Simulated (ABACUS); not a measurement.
# InAs (F-43m) in ABACUS: settings compared, part 2 of 2

ABACUS 3.10.1.

**4. Band structure, HCTH407**

INPUT

```
INPUT_PARAMETERS
suffix              InAs
calculation         nscf
basis_type          pw
pseudo_dir          ./
symmetry            -1
dft_functional      GGA_XC_HCTH_407
ecutwfc             40.0
pseudo_rcut         10
nspin               1
nbands              19
ks_solver           dav
smearing_method     fd
smearing_sigma      0.00367493
scf_thr             1e-08
scf_nmax            100
mixing_type         broyden
mixing_beta         0.7
ecutrho             320.0
init_chg            file
pw_diag_thr         1e-07
out_band            1
kpar                4
```

STRU

```
ATOMIC_SPECIES
In 114.8180 in_pbe_v1.4.uspp.F.UPF
As 74.9216 as_pbe_v1.uspp.F.UPF

LATTICE_CONSTANT
1.8897261246

LATTICE_VECTORS
-3.0180000000 0.0000000000 3.0180000000
0.0000000000 3.0180000000 3.0180000000
-3.0180000000 3.0180000000 0.0000000000

ATOMIC_POSITIONS
Direct

In
0.0
1
0.0000000000 0.0000000000 0.0000000000 1 1 1

As
0.0
1
0.2500000000 0.2500000000 0.2500000000 1 1 1
```

KPT

```
K_POINTS
12
Line
0.00000000 0.00000000 0.00000000 10 // G
0.50000000 0.00000000 0.50000000 10 // X
0.50000000 0.25000000 0.75000000 10 // W
0.37500000 0.37500000 0.75000000 10 // K
0.00000000 0.00000000 0.00000000 10 // G
0.50000000 0.50000000 0.50000000 10 // L
0.62500000 0.25000000 0.62500000 10 // U
0.50000000 0.25000000 0.75000000 10 // W
0.50000000 0.50000000 0.50000000 10 // L
0.37500000 0.37500000 0.75000000 1 // K
0.62500000 0.25000000 0.62500000 10 // U
0.50000000 0.00000000 0.50000000 1 // X
```

Potentials or basis: GBRV ultrasoft 1.5 PBE, plane waves.

Command:

```
$ OMP_NUM_THREADS=1 mpirun -np 4 abacus > log
```

running log:

```text
ABACUS v3.10.1

               Atomic-orbital Based Ab-initio Computation at UStc

 ------------------------------------------------------------------------------------

 READING GENERAL INFORMATION
                           global_out_dir = OUT.InAs/
                           global_in_card = INPUT
                               pseudo_dir = ./
                              orbital_dir =
                                    DSIZE = 4
                                    GSIZE = 1

 READING UNITCELL INFORMATION
                                    ntype = 2
                  lattice constant (Bohr) = 1.88973
              lattice constant (Angstrom) = 1

 READING ATOM TYPE 1
                               atom label = In
                      L=0, number of zeta = 1
                      L=1, number of zeta = 1
                      L=2, number of zeta = 1
             number of atom for this type = 1

 READING ATOM TYPE 2
[... 251 lines left out ...]
                          Error Threshold = 1.00000000000e-07
----------------------------------------------------------
     Energy           Rydberg                 eV
----------------------------------------------------------
 E_KohnSham     -176.2666705242      -2398.2310866178
 E_KS(sigma->0) -176.2664639252      -2398.2282756943
 E_Harris       -176.2666705242      -2398.2310866178
 E_band         -4.9687430700        -67.6032176503
 E_one_elec     -59.1494711551       -804.7698413959
 E_Hartree      42.0765538077        572.4808839887
 E_xc           -72.0741734774       -980.6194379336
 E_Ewald        -87.1191665014       -1185.3170694300
 E_entropy(-TS) -0.0004131980        -0.0056218470
 E_descf        0.0000000000         0.0000000000
 E_exx          0.0000000000         0.0000000000
 E_Fermi        0.4932173594         6.7105664405
----------------------------------------------------------

 charge density convergence is achieved
 final etot is -2398.2310866 eV
 EFERMI = 6.7105664405 eV

 STATE ENERGY(eV) AND OCCUPATIONS    NSPIN == 1
 1/26 kpoint (Cartesian) = 0.0000 0.0000 0.0000 (1591 pws)
       1       -8.29832      0.0196078
       2       -8.29832      0.0196078
       3       -8.29832      0.0196078
       4       -8.18591      0.0196078
       5       -8.18591      0.0196078
       6       -5.20483      0.0196078
[... 104 lines left out ...]
       6       -4.42892      0.0196078
[... 11 lines left out ...]
      18        19.5917        0.00000
      19        20.2336        0.00000

[... levels at 20 further k points ...]

 --------------------------------------------
 !FINAL_ETOT_IS -2398.231086617806 eV
 --------------------------------------------

 Output bands in file: OUT.InAs/BANDS_1.dat
```

Run time: 6.5 s. Hardware: 4 MPI ranks of Intel Xeon 6975P-C (Granite Rapids), shared host; peak memory 0.76 GiB.

Levels at the corners of the path, in eV from the Fermi level:
| point | band 7 | band 8 | band 9 | band 10 | band 11 | band 12 |
| --- | --- | --- | --- | --- | --- | --- |
| Γ | -0.07 | -0.05 | -0.05 | -0.05 | 4.01 | 4.01 |
| X | -5.83 | -2.31 | -2.31 | 1.92 | 2.29 | 9.38 |
| W | -5.70 | -2.87 | -2.79 | 4.22 | 4.61 | 5.20 |
| K | -5.70 | -3.17 | -1.94 | 2.39 | 4.44 | 7.52 |
| Γ | -0.07 | -0.05 | -0.05 | -0.05 | 4.01 | 4.01 |
| L | -5.70 | -1.02 | -1.02 | 1.13 | 4.84 | 4.84 |
| U | -5.70 | -3.17 | -1.94 | 2.39 | 4.44 | 7.52 |
| W | -5.70 | -2.87 | -2.79 | 4.22 | 4.61 | 5.20 |
| L | -5.70 | -1.02 | -1.02 | 1.13 | 4.84 | 4.84 |
| K | -5.70 | -3.17 | -1.94 | 2.39 | 4.44 | 7.52 |
| U | -5.70 | -3.17 | -1.94 | 2.39 | 4.44 | 7.52 |
| X | -5.83 | -2.31 | -2.31 | 1.92 | 2.29 | 9.38 |

Caveat: the density is read from an earlier self-consistent run, whose mesh may be coarse; the potentials were made for another functional, which shifts forces and pressure; spin-orbit coupling is left out, which moves the levels of the heavy elements.

**5. Equation of state, HCTH407, 25.84 Å³/atom (volume scaled by 0.94)**

run_abacus.py

```python
"""ABACUS run from a structure file: ASE reads it, the script writes STRU, KPT and INPUT."""
import re
import subprocess
from ase.io import read
from ase.units import Bohr

atoms = read("POSCAR")
atoms = atoms[(-atoms.numbers).argsort(kind="stable")]  # ABACUS lists atoms element by element
pseudo = {'In': 'in_pbe_v1.4.uspp.F.UPF', 'As': 'as_pbe_v1.uspp.F.UPF'}
orbital = {}
magmoms = None
kmesh = [6, 6, 6]
params = {
    'suffix': 'InAs',
    'calculation': 'scf',
    'basis_type': 'pw',
    'pseudo_dir': './',
    'symmetry': 1,
    'dft_functional': 'GGA_XC_HCTH_407',
    'ecutwfc': 40,
    'pseudo_rcut': 10,
    'nspin': 1,
    'nbands': 13,
    'ks_solver': 'dav',
    'smearing_method': 'fd',
    'smearing_sigma': 0.00367493,
    'scf_thr': 1e-08,
    'scf_nmax': 100,
    'mixing_type': 'broyden',
    'mixing_beta': 0.7,
    'cal_force': 1,
    'cal_stress': 1,
    'ecutrho': 320,
    'kpar': 4,
}

symbols = atoms.get_chemical_symbols()
elements = list(dict.fromkeys(symbols))
lines = ["ATOMIC_SPECIES"] + [f"{e} {atoms.get_masses()[symbols.index(e)]:.4f} {pseudo[e]}" for e in elements]
if orbital:
    lines += ["", "NUMERICAL_ORBITAL"] + [orbital[e] for e in elements]
lines += ["", "LATTICE_CONSTANT", f"{1 / Bohr:.10f}", "", "LATTICE_VECTORS"]
lines += [" ".join(f"{x:.10f}" for x in v) for v in atoms.cell]
lines += ["", "ATOMIC_POSITIONS", "Direct"]
for e in elements:
    lines += ["", e, "0.0", str(symbols.count(e))]
    for i, p in enumerate(atoms.get_scaled_positions(wrap=False)):
        if symbols[i] == e:
            mag = "" if magmoms is None else " mag " + " ".join(str(x) for x in (magmoms[i] if isinstance(magmoms[i], list) else [magmoms[i]]))
            lines.append(" ".join(f"{x:.10f}" for x in p) + " 1 1 1" + mag)
open("STRU", "w").write("\n".join(lines) + "\n")
open("KPT", "w").write("K_POINTS\n0\nGamma\n%d %d %d 0 0 0\n" % tuple(kmesh))
open("INPUT", "w").write("INPUT_PARAMETERS\n" + "".join(f"{k:<20s}{v}\n" for k, v in params.items()))

done = subprocess.run(['mpirun', '-np', '4', 'abacus'])
if done.returncode:
    raise SystemExit(done.returncode)
log = open("OUT.InAs/running_scf.log").read()
print("final energy (eV):", re.findall(r"FINAL_ETOT_IS (\S+)", log))
```

POSCAR

```
InAs
1.0
    0.0000000000      2.9563908761      2.9563908761
    2.9563908761      0.0000000000      2.9563908761
    2.9563908761      2.9563908761      0.0000000000
In As
1 1
Direct
    0.0000000000      0.0000000000      0.0000000000
    0.7500000000      0.7500000000      0.7500000000
```

Command:

```
$ OMP_NUM_THREADS=1 python run_abacus.py > log
```

Wall time 14 s (4 MPI ranks of Intel Xeon 6975P-C (Granite Rapids), shared host); peak memory 0.72 GiB.

It converged, with:

| Quantity | Value |
| --- | --- |
| Free energy | -2397.8582 eV |
| Pressure | 9.9 GPa |
| Band gap on the k mesh | 0.32 eV, direct |

Caveat: the potentials were made for another functional, which shifts forces and pressure; spin-orbit coupling is left out, which moves the levels of the heavy elements.

**6. Equation of state, HCTH407, 26.94 Å³/atom (volume scaled by 0.98)**

run_abacus.py is that of step 5.

POSCAR

```
InAs
1.0
    0.0000000000      2.9977443561      2.9977443561
    2.9977443561      0.0000000000      2.9977443561
    2.9977443561      2.9977443561      0.0000000000
In As
1 1
Direct
    0.0000000000      0.0000000000      0.0000000000
    0.7500000000      0.7500000000      0.7500000000
```

Potentials or basis: GBRV ultrasoft 1.5 PBE, plane waves.

Command:

```
$ OMP_NUM_THREADS=1 python run_abacus.py > log
```

It took 15 s on 4 MPI ranks of Intel Xeon 6975P-C (Granite Rapids), shared host; peak memory 0.72 GiB.

Results (log left out):

```yaml
Free_energy: -2397.9794 eV
Pressure: 6.7 GPa
Band_gap_on_the_k_mesh: 0.09 eV, direct
```

Caveat: the potentials were made for another functional, which shifts forces and pressure; spin-orbit coupling is left out, which moves the levels of the heavy elements.

**7. Equation of state, HCTH407, 28.04 Å³/atom (volume scaled by 1.02)**

run_abacus.py is that of step 6.

POSCAR

```
InAs
1.0
    0.0000000000      3.0379873375      3.0379873375
    3.0379873375      0.0000000000      3.0379873375
    3.0379873375      3.0379873375      0.0000000000
In As
1 1
Direct
    0.0000000000      0.0000000000      0.0000000000
    0.7500000000      0.7500000000      0.7500000000
```

Command:

```
$ OMP_NUM_THREADS=1 python run_abacus.py > log
```

Wall time 16 s (4 MPI ranks of Intel Xeon 6975P-C (Granite Rapids), shared host); peak memory 0.76 GiB.

Results (log left out):

```yaml
Free_energy: -2398.0600 eV
Pressure: 4.1 GPa
Band_gap_on_the_k_mesh: none (metal or under the smearing width)
```

Caveat: the potentials were made for another functional, which shifts forces and pressure.

**8. Equation of state, HCTH407, 29.14 Å³/atom (volume scaled by 1.06)**

run_abacus.py is that of step 7.

POSCAR

```
InAs
1.0
    0.0000000000      3.0771914981      3.0771914981
    3.0771914981      0.0000000000      3.0771914981
    3.0771914981      3.0771914981      0.0000000000
In As
1 1
Direct
    0.0000000000      0.0000000000      0.0000000000
    0.7500000000      0.7500000000      0.7500000000
```

Command:

```
$ OMP_NUM_THREADS=1 python run_abacus.py > log
```

Run time: 16 s. Hardware: 4 MPI ranks of Intel Xeon 6975P-C (Granite Rapids), shared host; peak memory 0.8 GiB.

It converged, with:

| Property | Result |
| --- | --- |
| Free energy | -2398.1082 eV |
| Pressure | 1.9 GPa |
| Band gap on the k mesh | none (metal or under the smearing width) |

Caveat: the potentials were made for another functional, which shifts forces and pressure.

**9. Equation of state, HCTH407**

Potentials or basis: GBRV ultrasoft 1.5 PBE, plane waves.

This step only gathers the single runs of the series.

What came out:

* Equilibrium volume: 30.84 Å³/atom (rough: see the caveat)
* Bulk modulus: 38 GPa (rough)

Energy against volume, from the lowest point:
```tsv
volume (Å³/atom)	energy (meV/atom)
25.840	124.96
26.939	64.40
28.039	24.08
29.138	0.00
```

Caveat: the minimum lies outside the volumes run; the potentials were made for another functional, which shifts forces and pressure.
